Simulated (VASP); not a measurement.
# PbS (R3m) in VASP: reference runs

Reference runs on PbS: the cell as given and a disturbed copy.

Program: VASP 6.6.1. These are calculated values, not measurements. Logs are shortened: lines on timing, memory, paths and dates and some standing lists are left out, and cuts for length are marked.

### Step 1. The structure

It takes space group R3m (No. 160, trigonal). The conventional cell has a = 4.225 Å, b = 4.225 Å, c = 10.356 Å, α = 90.00°, β = 90.00°, γ = 120.00°. Around Pb (site symmetry 3m) lie 6 S at 2.96 to 3.02 Å. S (site symmetry 3m) is surrounded by 6 Pb at 2.96 to 3.02 Å.

The cell is a database's computed one.

### Step 2. Single point, PBE

INCAR reads:

```
SYSTEM = PbS
PREC     = Accurate       ! precision mode
ENCUT    = 520            ! plane-wave cutoff, eV
EDIFF    = 1E-7           ! SCF threshold, eV
ISMEAR   = -1             ! smearing method
SIGMA    = 0.05           ! smearing width, eV
LREAL    = .False.        ! projectors in reciprocal space
LASPH    = .True.         ! aspherical terms in the spheres
NELM     = 60             ! most SCF steps
ALGO     = Normal         ! electronic algorithm
ISIF     = 2              ! what is computed and relaxed
LWAVE    = .False.        ! write WAVECAR
LCHARG   = .False.        ! write CHGCAR
GGA      = PE             ! functional
NBANDS   = 17             ! bands
```

KPOINTS reads:

```
Automatic mesh
0
Gamma
  8 8 8
  0 0 0
```

POSCAR reads:

```
PbS
1.0
    2.1126617058      1.2197458045      3.4519162518
   -2.1126617058      1.2197458045      3.4519162518
    0.0000000000     -2.4394916091      3.4519162518
Pb S
1 1
Direct
    0.9805657800      0.9805657800      0.9805657800
    0.4750355500      0.4750355500      0.4750355500
```

Potentials or basis: VASP PAW PBE potentials, release 64 (Pb_d, S).

Started as:

```
$ cat potpaw_PBE.64/Pb_d/POTCAR potpaw_PBE.64/S/POTCAR > POTCAR
$ mpirun -np 1 vasp_std > vasp.out
```

OUTCAR:

```text
SYSTEM = PbS
   PREC = Accurate
   ENCUT = 520
   EDIFF = 1E-7
   ISMEAR = -1
   LREAL = .False.
   LASPH = .True.
   NELM = 60
   ISIF = 2
   GGA = PE

 ion  position               nearest neighbor table
   1  0.981  0.981  0.981-   2 2.96   2 2.96   2 2.96   2 3.02   2 3.02   2 3.02
   2  0.475  0.475  0.475-   1 2.96   1 2.96   1 2.96   1 3.02   1 3.02   1 3.02

  LATTYP: Found a trigonal (rhomboedric) cell.
 ALAT       =     4.2269191050
 COS(alpha) =     0.5003774362

  Lattice vectors:

 A1 = (   2.1126617058,   1.2197458045,   3.4519162518)
 A2 = (  -2.1126617058,   1.2197458045,   3.4519162518)
 A3 = (   0.0000000000,  -2.4394916091,   3.4519162518)

Analysis of symmetry for initial positions (statically):
=====================================================================
 Subroutine PRICEL returns:
 Original cell was already a primitive cell.

 Routine SETGRP: Setting up the symmetry group for a
 trigonal (rhombohedral) supercell.

 Subroutine GETGRP returns: Found  6 space group operations
 (whereof  6 operations were pure point group operations)
 out of a pool of 12 trial point group operations.

The static configuration has the point symmetry C_3v.

Analysis of symmetry for dynamics (positions and initial velocities):
=====================================================================
 Subroutine PRICEL returns:
 Original cell was already a primitive cell.

 Routine SETGRP: Setting up the symmetry group for a
 trigonal (rhombohedral) supercell.

 Subroutine GETGRP returns: Found  6 space group operations
 (whereof  6 operations were pure point group operations)
 out of a pool of 12 trial point group operations.

The dynamic configuration has the point symmetry C_3v.

 Subroutine INISYM returns: Found  6 space group operations
 (whereof  6 operations are pure point group operations),
 and found     1 'primitive' translations

----------------------------------------------------------------------------------------

                                     Primitive cell

  volume of cell :      53.3717

  direct lattice vectors                    reciprocal lattice vectors
     2.112661706  1.219745805  3.451916252     0.236668274  0.136640492  0.096564722
    -2.112661706  1.219745805  3.451916252    -0.236668274  0.136640492  0.096564722
     0.000000000 -2.439491609  3.451916252     0.000000000 -0.273280984  0.096564722

  length of vectors
[... 105 lines left out ...]
   LASPH  =      T    aspherical Exc in radial PAW
   ENCUT  =  520.0 eV  38.22 Ry    6.18 a.u.   7.86  7.86  7.86*2*pi/ulx,y,z
   NELM   =     60;   NELMIN=  2; NELMDL= -5     # of ELM steps
   EDIFF  = 0.1E-06   stopping-criterion for ELM
   LREAL  =      F    real-space projection
   EDIFFG = 0.1E-05   stopping-criterion for IOM
   NSW    =      0    number of steps for IOM
   IBRION =     -1    ionic relax: 0-MD 1-quasi-New 2-CG
   NFREE  =      0    steps in history (QN), initial steepest desc. (CG)
   ISIF   =      2    stress and relaxation
   ISYM   =      2    0-nonsym 1-usesym 2-fastsym
   POTIM  = 0.5000    time-step for ionic-motion
   TEBEG  =    0.0;   TEEND  =   0.0 temperature during run
   PSTRESS=    0.0 pullay stress
   NELECT =      20.0000    total number of electrons
   NUPDOWN=      -1.0000    fix difference up-down
   EMIN   =  10.00;   EMAX   =-10.00  energy-range for DOS
   EFERMI =   0.00;   METHOD = LEGACY
   ISMEAR =    -1;   SIGMA  =   0.05  broadening in eV -4-tet -1-fermi 0-gaus
   EFERMI_NEDOS =   21; number of points for ismear=-14 and -15
   IALGO  =     38    algorithm
   IMIX   =      4    mixing-type and parameters
     AMIX     =   0.40;   BMIX     =  1.00
     AMIX_MAG =   1.60;   BMIX_MAG =  1.00
  volume/ion in A,a.u.               =      26.69       180.08
  Fermi-wavevector in a.u.,A,eV,Ry     =   1.180270  2.230386 18.953411  1.393036
  Thomas-Fermi vector in A             =   2.316565
   LORBIT       =      0    0 simple, 1 ext, 2 COOP (PROOUT), +10 PAW based schemes
   GGA     = PE    functional components
   LHFCALC =     F    Hartree Fock is set to
   AEXX    =    0.0000 exact exchange contribution
   IVDW    =     0    specifies the selected vdW correction
   LEPSILON=     F    determine dielectric tensor
   LRPA    =     F    only Hartree local field effects (RPA)
 non-spin polarized calculation
  energy-cutoff  :      520.00
  volume of cell :       53.37
 maximum number of plane-waves:      1459
   NGX = 15   NGY = 15   NGZ = 15

 number of electron      20.0000002 magnetization

 Free energy of the ion-electron system (eV)
  ---------------------------------------------------
  ext. energy  EPLUGINS =         0.00000000
  ---------------------------------------------------
  free energy    TOTEN  =        -8.76707729 eV

  energy without entropy =       -8.76699904  energy(sigma->0) =       -8.76703817

 E-fermi :   5.7261     XC(G=0):  -9.5751

 val. band max:        5.4960804166   @ k =   0.5000   0.0000   0.0000
 cond. band min:       5.9562141783   @ k =   0.5000   0.0000   0.0000
 fundamental gap:      0.4601337617
 Fermi energy:         5.7261428288

 k-point     1 :       0.0000    0.0000    0.0000
  band No.  band energies     occupation
      1     -11.2612      2.00000
      2     -11.2608      2.00000
      3     -11.2608      2.00000
      4     -11.2443      2.00000
      5     -11.2443      2.00000
      6      -7.8727      2.00000
[... 777 lines left out ...]
      4     -11.2115      2.00000
      5     -11.2082      2.00000
      6      -6.3606      2.00000
[... 9 lines left out ...]
     16      17.1509      0.00000
     17      17.2489      0.00000

 [... further k-points ...]

------------------------ aborting loop because EDIFF is reached ----------------------------------------

  FORCE on cell =-STRESS in cart. coord.  units (eV):
  Direction    XX          YY          ZZ          XY          YZ          ZX
  --------------------------------------------------------------------------------------
  -------------------------------------------------------------------------------------
  Total        0.2812538      0.2812538      0.2862462      0.0000000     -0.0000000      0.0000000
  in kB        8.4430286      8.4430286      8.5928945      0.0000000     -0.0000000      0.0000000
  external PRESSURE =       8.4929839 kB  Pullay stress =       0.0000000 kB

 VOLUME and BASIS-vectors are now :
 -----------------------------------------------------------------------------
  energy-cutoff  :      520.00
  volume of cell :       53.37
      direct lattice vectors                 reciprocal lattice vectors
     2.112661706  1.219745805  3.451916252     0.236668274  0.136640492  0.096564722
    -2.112661706  1.219745805  3.451916252    -0.236668274  0.136640492  0.096564722
     0.000000000 -2.439491609  3.451916252     0.000000000 -0.273280984  0.096564722

 POSITION                                       TOTAL-FORCE (eV/Angst)
 -----------------------------------------------------------------------------------
      0.00000     -0.00000     10.15449         0.000000      0.000000     -0.019220
      0.00000     -0.00000      4.91935         0.000000     -0.000000      0.019220
 -----------------------------------------------------------------------------------
    total drift:                                0.000000     -0.000000     -0.000046

  FREE ENERGIE OF THE ION-ELECTRON SYSTEM (eV)
  ---------------------------------------------------
  free  energy   TOTEN  =        -8.7670772948 eV

  energy  without entropy=       -8.7669990399  energy(sigma->0) =       -8.76703817
```

stdout:

```text
POSCAR found type information on POSCAR PbS
 POSCAR found :  2 types and       2 ions
 scaLAPACK will be used
 LDA part: xc-table for (Slater+PW92), standard interpolation
 POSCAR, INCAR and KPOINTS ok, starting setup
 FFT: planning ... GRIDC
 FFT: planning ... GRID_SOFT
 FFT: planning ... GRID
 WAVECAR not read
 entering main loop
```

Run time: 86 s. Hardware: 1 thread of AMD EPYC 7R43 (Zen 3), shared host; peak memory 0.17 GiB.

What came out:

| Quantity | Value |
| --- | --- |
| Free energy | -8.7671 eV |
| Pressure | 0.8 GPa |
| Largest force | 0.019 eV/Å |
| Band gap on the k mesh | 0.46 eV, direct |

Forces in eV/Å, atoms in the order of the input:
```
Pb   0.000  0.000 -0.019
S    0.000  0.000  0.019
```

Caveat: spin-orbit coupling is left out, which as a rule narrows the gap of such compounds by several tenths of an eV. A k mesh can miss the band edges.

### Step 3. Single point, PBE (atoms moved at random, drawn with an rms of 0.05 Å)

INCAR reads:

```
SYSTEM = PbS
PREC = Accurate
ENCUT = 520
EDIFF = 1E-7
ISMEAR = -1
SIGMA = 0.05
LREAL = .FALSE.
LASPH = .TRUE.
NELM = 60
ALGO = Normal
ISIF = 2
LWAVE = .FALSE.
LCHARG = .FALSE.
GGA = PE
NBANDS = 17
```

KPOINTS reads:

```
Automatic mesh
0
G
  8 8 8
  0 0 0
```

POSCAR reads:

```
PbS
1.0
    2.1126617058      1.2197458045      3.4519162518
   -2.1126617058      1.2197458045      3.4519162518
    0.0000000000     -2.4394916091      3.4519162518
Pb S
1 1
Direct
    0.9889180000      0.9767410000      0.9842380000
    0.4903730000      0.4763620000      0.4686870000
```

Potentials or basis: VASP PAW PBE potentials, release 64 (Pb_d, S).

Started as:

```
$ cat potpaw_PBE.64/Pb_d/POTCAR potpaw_PBE.64/S/POTCAR > POTCAR
$ mpirun -np 1 vasp_std > vasp.out
```

Wall time 4.2 min (1 thread of AMD EPYC 7R43 (Zen 3), shared host); peak memory 0.31 GiB.

The run converged. Its results:

* Free energy: -8.7669 eV
* Pressure: 0.9 GPa
* Largest force: 0.022 eV/Å
* Band gap on the k mesh: 0.45 eV, direct

Forces on the atoms (eV/Å):
```
Pb   0.001  0.014 -0.017
S   -0.001 -0.014  0.017
```

Levels at points of the mesh, in eV from the valence-band top:
```tsv
k point	band 6	band 7	band 8	band 9	band 10	band 11	band 12	band 13	band 14	band 15
(0.00, 0.00, 0.00)	-13.37	-6.05	-2.04	-2.04	-2.03	5.14	5.14	5.17	6.82	6.84
(0.50, 0.00, 0.00)	-12.19	-8.69	-1.68	-1.67	0.00	0.45	2.05	2.05	8.65	10.18
(0.00, 0.50, 0.00)	-12.19	-8.69	-1.67	-1.67	0.00	0.45	2.05	2.05	8.65	10.18
(0.00, 0.00, 0.50)	-12.19	-8.68	-1.67	-1.67	-0.03	0.48	2.04	2.05	8.65	10.19
(0.50, 0.50, 0.00)	-11.80	-7.14	-4.98	-3.27	-3.26	3.94	5.52	5.63	5.67	11.17
(0.50, 0.00, 0.50)	-11.79	-7.16	-4.97	-3.27	-3.27	3.96	5.53	5.63	5.65	11.17
(0.00, 0.50, 0.50)	-11.79	-7.16	-4.96	-3.27	-3.27	3.97	5.53	5.63	5.64	11.17
(0.50, 0.50, 0.50)	-12.19	-8.69	-1.67	-1.66	-0.03	0.48	2.04	2.05	8.65	10.18
```

Caveat: spin-orbit coupling is left out, which as a rule narrows the gap of such compounds by several tenths of an eV.
